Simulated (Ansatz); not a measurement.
Gas-phase electronic energies from Ansatz, PBE0-D4/def2-TZVP geometries. CCSD(T)/CBS is the MP2 limit (def2-TZVPP, def2-QZVPP) plus CCSD(T) − MP2 in def2-TZVPP, frozen cores. Functionals use def2-TZVPP. B3LYP here is the variant with VWN-RPA as its local correlation; programs differ in this. For Ge outer-core shells are correlated without core-valence functions, which leaves a few kJ/mol of doubt a bond. Scalar relativity is left out up to krypton. One conformer a species, not always the lowest.

`C[B](Cl)[GeH3]` + `CC(=O)O` → `CB(Cl)OC(C)=O` + GeH₄  (cleavage of the B–Ge bond)

Question: Is it downhill or uphill in electronic energy at CCSD(T)/CBS, and by how much? (Best estimate.)

Answer: Computed: Downhill: ΔE = -108.7 kJ/mol.

Question: What do these levels give: r2SCAN-D4, ωB97X-V, ωB97M-V, B2PLYP, PBE, r2SCAN, PBE0, B3LYP, CCSD(T)/def2-TZVPP, MP2/def2-QZVPP, HF/CBS(def2), CCSD/CBS(def2)? (An estimate is asked.)

Answer: The calculation gave: r2SCAN-D4 -111.5, ωB97X-V -113.1, ωB97M-V -115.2, B2PLYP -114.1, PBE -97.6, r2SCAN -110.5, PBE0 -102.9, B3LYP -112.3, CCSD(T)/def2-TZVPP -112.6, MP2/def2-QZVPP -111.2, HF/CBS(def2) -130.5, CCSD/CBS(def2) -109.6 kJ/mol.

Largest T1 diagnostic among the species: 0.015.

From PBE to PBE0 (25 % exact exchange), in def2-TZVPP and without D4, ΔE moves by −5.3 kJ/mol. In def2-TZVPP, CCSD(T) changes the Hartree–Fock value by +15.5 kJ/mol (the triples alone add +0.9 kJ/mol) and MP2 by +15.4 kJ/mol.
